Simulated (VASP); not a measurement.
# SiC (Moissanite 3C) (F-43m) in VASP: notebook, part 2 of 2

VASP 6.6.1. Earlier steps stand in the parts before.

### Step 4. Relaxation of the atoms, PBE (a relaxed cell with its volume scaled by 0.96)

INCAR reads:

```
ALGO = Normal ; EDIFF = 1E-7
EDIFFG = -0.01 ; ENCUT = 600
GGA = PE ; IBRION = 2
ISIF = 2 ; ISMEAR = 0
LASPH = True ; LCHARG = False
LREAL = False ; LWAVE = False
NELM = 80 ; NSW = 40
PREC = Accurate ; SIGMA = 0.03
```

KPOINTS reads:

```
k-points
0
Gamma
  10 10 10
```

POSCAR reads:

```
SiC                                     
1.0
    0.0000000000      2.1596553656      2.1596553656
    2.1596553656      0.0000000000      2.1596553656
    2.1596553656      2.1596553656      0.0000000000
  Si              C             
     1     1
Direct
     0.0000000000000000    0.0000000000000000    0.0000000000000000
     0.2500000000000000    0.2500000000000000    0.2500000000000000
```

Potentials or basis: VASP PAW PBE potentials, release 64 (Si, C).

Run with:

```sh
cat potpaw_PBE.64/Si/POTCAR potpaw_PBE.64/C/POTCAR > POTCAR
mpirun -np 1 vasp_std > vasp.out
```

OUTCAR:

```text
EDIFF = 1E-7
   EDIFFG = -0.01
   ENCUT = 600
   GGA = PE
   IBRION = 2
   ISIF = 2
   ISMEAR = 0
   LASPH = True
   LREAL = False
   NELM = 80
   NSW = 40
   PREC = Accurate

 ion  position               nearest neighbor table
   1  0.000  0.000  0.000-   2 1.87   2 1.87   2 1.87   2 1.87
   2  0.250  0.250  0.250-   1 1.87   1 1.87   1 1.87   1 1.87

  LATTYP: Found a face centered cubic cell.
 ALAT       =     4.3193107312

  Lattice vectors:

 A1 = (   0.0000000000,   2.1596553656,   2.1596553656)
 A2 = (   2.1596553656,   0.0000000000,   2.1596553656)
 A3 = (   2.1596553656,   2.1596553656,   0.0000000000)

Analysis of symmetry for initial positions (statically):
=====================================================================
 Subroutine PRICEL returns:
 Original cell was already a primitive cell.

 Routine SETGRP: Setting up the symmetry group for a
 face centered cubic supercell.

 Subroutine GETGRP returns: Found 24 space group operations
 (whereof 24 operations were pure point group operations)
 out of a pool of 48 trial point group operations.

The static configuration has the point symmetry T_d .

Analysis of symmetry for dynamics (positions and initial velocities):
=====================================================================
 Subroutine PRICEL returns:
 Original cell was already a primitive cell.

 Routine SETGRP: Setting up the symmetry group for a
 face centered cubic supercell.

 Subroutine GETGRP returns: Found 24 space group operations
 (whereof 24 operations were pure point group operations)
 out of a pool of 48 trial point group operations.

The dynamic configuration has the point symmetry T_d .

 Subroutine INISYM returns: Found 24 space group operations
 (whereof 24 operations are pure point group operations),
 and found     1 'primitive' translations

----------------------------------------------------------------------------------------

                                     Primitive cell

  volume of cell :      20.1457

  direct lattice vectors                    reciprocal lattice vectors
     0.000000000  2.159655366  2.159655366    -0.231518421  0.231518421  0.231518421
     2.159655366  0.000000000  2.159655366     0.231518421 -0.231518421  0.231518421
     2.159655366  2.159655366  0.000000000     0.231518421  0.231518421 -0.231518421

  length of vectors
     3.054213908  3.054213908  3.054213908     0.401001668  0.401001668  0.401001668

  position of ions in fractional coordinates (direct lattice)
     0.000000000  0.000000000  0.000000000
     0.250000000  0.250000000  0.250000000

  ion indices of the primitive-cell ions
   primitive index   ion index
                 1           1
                 2           2

----------------------------------------------------------------------------------------

 KPOINTS: k-points

Automatic generation of k-mesh.
 Grid dimensions read from file:
 generate k-points for:   10   10   10

 Generating k-lattice:

  Cartesian coordinates                     Fractional coordinates (reciprocal lattice)
    -0.023151842  0.023151842  0.023151842     0.100000000  0.000000000  0.000000000
     0.023151842 -0.023151842  0.023151842     0.000000000  0.100000000  0.000000000
     0.023151842  0.023151842 -0.023151842     0.000000000  0.000000000  0.100000000

  Length of vectors
     0.040100167  0.040100167  0.040100167

  Shift w.r.t. Gamma in fractional coordinates (k-lattice)
     0.000000000  0.000000000  0.000000000

 Subroutine IBZKPT returns following result:
 ===========================================

 Found     47 irreducible k-points:

 Following reciprocal coordinates:
            Coordinates               Weight
  0.000000  0.000000  0.000000      1.000000
  0.100000  0.000000  0.000000      8.000000
  0.200000  0.000000  0.000000      8.000000
  0.300000  0.000000  0.000000      8.000000
  0.400000  0.000000  0.000000      8.000000
  0.500000  0.000000  0.000000      4.000000
[... 16 lines left out ...]
  0.300000  0.300000  0.000000      6.000000
  0.400000  0.300000  0.000000     24.000000
 [... further k-points ...]
   k-points           NKPTS =     47   k-points in BZ     NKDIM =     47   number of bands    NBANDS=      8
   number of dos      NEDOS =    301   number of ions     NIONS =      2
   total plane-waves  NPLWV =  13824
   dimension x,y,z NGX =    24 NGY =   24 NGZ =   24
   dimension x,y,z NGXF=    48 NGYF=   48 NGZF=   48
   ions per type =               1   1
   NGX,Y,Z   is equivalent  to a cutoff of  13.06, 13.06, 13.06 a.u.
   NGXF,Y,Z  is equivalent  to a cutoff of  26.13, 26.13, 26.13 a.u.
 SYSTEM =  unknown system
   PREC   = accura    normal or accurate (medium, high low for compatibility)
   ISTART =      0    job   : 0-new  1-cont  2-samecut
   ICHARG =      2    charge: 1-file 2-atom 10-const
   ISPIN  =      1    spin polarized calculation?
   LNONCOLLINEAR =      F non collinear calculations
   LSORBIT =      F    spin-orbit coupling
   LASPH  =      T    aspherical Exc in radial PAW
   ENCUT  =  600.0 eV  44.10 Ry    6.64 a.u.   6.10  6.10  6.10*2*pi/ulx,y,z
   NELM   =     80;   NELMIN=  2; NELMDL= -5     # of ELM steps
   EDIFF  = 0.1E-06   stopping-criterion for ELM
   LREAL  =      F    real-space projection
   EDIFFG = -.1E-01   stopping-criterion for IOM
   NSW    =     40    number of steps for IOM
   IBRION =      2    ionic relax: 0-MD 1-quasi-New 2-CG
   NFREE  =      1    steps in history (QN), initial steepest desc. (CG)
   ISIF   =      2    stress and relaxation
   ISYM   =      2    0-nonsym 1-usesym 2-fastsym
   POTIM  = 0.5000    time-step for ionic-motion
   TEBEG  =    0.0;   TEEND  =   0.0 temperature during run
   PSTRESS=    0.0 pullay stress
   NELECT =       8.0000    total number of electrons
   NUPDOWN=      -1.0000    fix difference up-down
   EMIN   =  10.00;   EMAX   =-10.00  energy-range for DOS
   EFERMI =   0.00;   METHOD = LEGACY
   ISMEAR =     0;   SIGMA  =   0.03  broadening in eV -4-tet -1-fermi 0-gaus
   EFERMI_NEDOS =   21; number of points for ismear=-14 and -15
   IALGO  =     38    algorithm
   IMIX   =      4    mixing-type and parameters
     AMIX     =   0.40;   BMIX     =  1.00
     AMIX_MAG =   1.60;   BMIX_MAG =  1.00
  volume/ion in A,a.u.               =      10.07        67.98
  Fermi-wavevector in a.u.,A,eV,Ry     =   1.203309  2.273924 19.700579  1.447952
  Thomas-Fermi vector in A             =   2.339066
   LORBIT       =      0    0 simple, 1 ext, 2 COOP (PROOUT), +10 PAW based schemes
   GGA     = PE    functional components
   LHFCALC =     F    Hartree Fock is set to
   AEXX    =    0.0000 exact exchange contribution
   IVDW    =     0    specifies the selected vdW correction
   LEPSILON=     F    determine dielectric tensor
   LRPA    =     F    only Hartree local field effects (RPA)
 conjugate gradient relaxation of ions
 non-spin polarized calculation
 Gauss-broadening in eV      SIGMA  =   0.03
  energy-cutoff  :      600.00
  volume of cell :       20.15
 maximum number of plane-waves:       692
   NGX = 13   NGY = 13   NGZ = 13

 number of electron       8.0000000 magnetization

 Free energy of the ion-electron system (eV)
  ---------------------------------------------------
  ext. energy  EPLUGINS =         0.00000000
  ---------------------------------------------------
  free energy    TOTEN  =       -15.03751992 eV

  energy without entropy =      -15.03751992  energy(sigma->0) =      -15.03751992

 E-fermi :   8.5593     XC(G=0): -11.4734

 val. band max:        8.4093488165   @ k =   0.0000   0.0000   0.0000
 cond. band min:       9.7412131943   @ k =   0.5000   0.5000   0.0000
 fundamental gap:      1.3318643778
 Fermi energy:         8.5592969593

 k-point     1 :       0.0000    0.0000    0.0000
  band No.  band energies     occupation
      1      -7.2053      2.00000
      2       8.4093      2.00000
      3       8.4093      2.00000
      4       8.4093      2.00000
      5      14.9575      0.00000
      6      15.9059      0.00000
      7      15.9059      0.00000
      8      15.9059      0.00000
[... 243 lines left out ...]
 k-point    24 :       0.4000    0.3000    0.0000
  band No.  band energies     occupation
      1      -3.9931      2.00000
      2       2.7990      2.00000
      3       5.2051      2.00000
      4       5.7432      2.00000
      5      11.2994      0.00000
      6      14.1466      0.00000
      7      20.3226      0.00000
      8      20.5977      0.00000

 [... further k-points ...]

------------------------ aborting loop because EDIFF is reached ----------------------------------------

  FORCE on cell =-STRESS in cart. coord.  units (eV):
  Direction    XX          YY          ZZ          XY          YZ          ZX
  --------------------------------------------------------------------------------------
  -------------------------------------------------------------------------------------
  Total        1.1819193      1.1819193      1.1819193     -0.0000000     -0.0000000     -0.0000000
  in kB       93.9972310     93.9972310     93.9972310     -0.0000000     -0.0000000     -0.0000000
  external PRESSURE =      93.9972310 kB  Pullay stress =       0.0000000 kB

 VOLUME and BASIS-vectors are now :
 -----------------------------------------------------------------------------
  energy-cutoff  :      600.00
  volume of cell :       20.15
      direct lattice vectors                 reciprocal lattice vectors
     0.000000000  2.159655366  2.159655366    -0.231518421  0.231518421  0.231518421
     2.159655366  0.000000000  2.159655366     0.231518421 -0.231518421  0.231518421
     2.159655366  2.159655366  0.000000000     0.231518421  0.231518421 -0.231518421

 POSITION                                       TOTAL-FORCE (eV/Angst)
 -----------------------------------------------------------------------------------
      0.00000      0.00000      0.00000         0.000000      0.000000      0.000000
      1.07983      1.07983      1.07983        -0.000000     -0.000000     -0.000000
 -----------------------------------------------------------------------------------
    total drift:                                0.000000      0.000000      0.000000

  FREE ENERGIE OF THE ION-ELECTRON SYSTEM (eV)
  ---------------------------------------------------
  free  energy   TOTEN  =       -15.0375199241 eV

  energy  without entropy=      -15.0375199241  energy(sigma->0) =      -15.03751992

 reached required accuracy - stopping structural energy minimisation
```

OSZICAR:

```text
N       E                     dE             d eps       ncg     rms          rms(c)
DAV:   1     0.464347900895E+01    0.46435E+01   -0.44545E+03   808   0.950E+02
DAV:   2    -0.166325262893E+02   -0.21276E+02   -0.20000E+02  1128   0.112E+02
DAV:   3    -0.169667325459E+02   -0.33421E+00   -0.33421E+00   880   0.171E+01
DAV:   4    -0.169677299592E+02   -0.99741E-03   -0.99741E-03  1176   0.102E+00
DAV:   5    -0.169677302993E+02   -0.34003E-06   -0.34003E-06   856   0.158E-02    0.909E+00
DAV:   6    -0.151078648752E+02    0.18599E+01   -0.76614E+00   824   0.159E+01    0.401E+00
DAV:   7    -0.150451197077E+02    0.62745E-01   -0.37897E-01  1136   0.434E+00    0.182E+00
DAV:   8    -0.150371233767E+02    0.79963E-02   -0.19206E-02   792   0.128E+00    0.159E-01
DAV:   9    -0.150374137925E+02   -0.29042E-03   -0.73658E-04  1184   0.240E-01    0.103E-01
DAV:  10    -0.150375186476E+02   -0.10486E-03   -0.19015E-04   984   0.112E-01    0.218E-02
DAV:  11    -0.150375196526E+02   -0.10049E-05   -0.35382E-05   944   0.375E-02    0.529E-03
DAV:  12    -0.150375198525E+02   -0.19989E-06   -0.13959E-06   936   0.927E-03    0.134E-03
DAV:  13    -0.150375199241E+02   -0.71670E-07   -0.12894E-07   648   0.302E-03
   1 F= -.15037520E+02 E0= -.15037520E+02  d E =-.150375E+02
```

Wall time 4.3 s (1 thread of AMD EPYC 9R45 (Zen 5), shared host); peak memory 0.11 GiB.

What came out:

- Free energy: -15.0375 eV
- Pressure after relaxing: 9.4 GPa
- Band gap on the k mesh: 1.33 eV, indirect (least direct gap 4.57 eV)

Final structure:
```yaml
crystal:
  lattice:
    - [0.00000, 2.15966, 2.15966]
    - [2.15966, 0.00000, 2.15966]
    - [2.15966, 2.15966, 0.00000]
  atoms:
    - { symbol: Si, position: [0.00000, 0.00000, 0.00000] }
    - { symbol: C, position: [0.25000, 0.25000, 0.25000] }
```

Caveat: the relaxation stopped at its first step, so nothing moved. A k mesh can miss the band edges.

### Step 5. The runs side by side

```tsv
task	cell	gap on the mesh (eV)	pressure (GPa)
relaxation of cell and atoms	relaxed	1.37	0.0
relaxation of the atoms	atoms relaxed from: a relaxed cell with its volume scaled by 0.94	1.31	14.8
relaxation of the atoms	atoms relaxed from: a relaxed cell with its volume scaled by 0.96	1.33	9.4
```

Alike in all rows: level PBE; potentials or basis VASP PAW PBE potentials, release 64 (Si, C); no spin polarisation; k mesh 10 × 10 × 10; cutoff (eV) 600; smearing gaussian 0.03 eV.

Caveats: the relaxation stopped at its first step, so nothing moved.

Absolute energies hang on the potentials; compare differences alone.
